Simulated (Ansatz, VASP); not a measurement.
# Rh: VASP beside Ansatz

File INCAR:

```
ALGO = Normal
EDIFF = 1E-6
ENCUT = 520
GGA = PE
ISIF = 2
ISMEAR = -1
LASPH = T
LCHARG = F
LREAL = F
LWAVE = F
NBANDS = 14
NELM = 100
PREC = Accurate
SIGMA = 0.05
```

The input KPOINTS:

```
k-points
0
Gamma
  10 10 10
```

The input POSCAR:

```
Rh
1.0
    0.0000000000      1.8978500000      1.9168285000
    1.8978500000      0.0000000000      1.9168285000
    1.8978500000      1.8978500000      0.0000000000
Rh
1
Direct
    0.0000000000      0.0000000000      0.0000000000
```

The input input.yaml:

```yaml
crystal:
  lattice:
    - [0.0, 1.89785, 1.9168285]
    - [1.89785, 0.0, 1.9168285]
    - [1.89785, 1.89785, 0.0]
  atoms:
    - { symbol: Rh, position: [0.0, 0.0, 0.0] }
hamiltonian:
  xc: pbe
  pseudopotentials: { kind: paw }
kpoints:
  mp_grid: { grid: [10, 10, 10] }
  band_path:
    path:
      - [[0.0, 0.0, 0.0], [0.0, 0.5, 0.5], [-0.2450740124, 0.5, 0.2549259876], [-0.3725370062, 0.3725370062, 0.0], [0.0, 0.0, 0.0], [0.5, 0.5, 0.0], [0.3725370062, 0.6274629938, 0.0], [0.0, 0.5, 0.0], [0.25, 0.75, 0.5], [0.5, 0.7549259876, 0.2549259876], [0.5, 0.5, 0.0]]
      - [[0.0, 0.5, 0.5], [0.25, 0.75, 0.5]]
    npoints: 14
scf:
  occupations: { method: fermi_dirac, width: 0.05 }
  n_extra_bands: 6
output:
  forces: true
  stress: true
  eigenvalues: true
  fatbands: true
```

Alike in both runs: functional PBE; k mesh 10 × 10 × 10; occupations fermi-dirac, width 0.05 eV; no spin polarisation.

|  | VASP | Ansatz |
| --- | --- | --- |
| version | VASP 6.6.1 | Ansatz 0.2.0 |
| potentials or method | VASP PAW PBE potentials, release 64 (Rh_pv) | Ansatz PAW |
| plane-wave cutoff (eV) | 520 | 420 |
| valence electrons in the cell | 15 | 17 |
| task | single point | band structure |

Ansatz gave:

- gap on the k mesh at the Fermi level (eV): none
- pressure (GPa): 4.6
- largest component of the traceless stress (GPa): 1.55

Task: Which values does VASP return?

Result: gap on the k mesh at the Fermi level (eV): none; pressure (GPa): 4.7; largest component of the traceless stress (GPa): 1.54.

A gap of «none» marks a metal or a gap that the smearing closes. The two sets of potentials don't hold the same shells in valence.
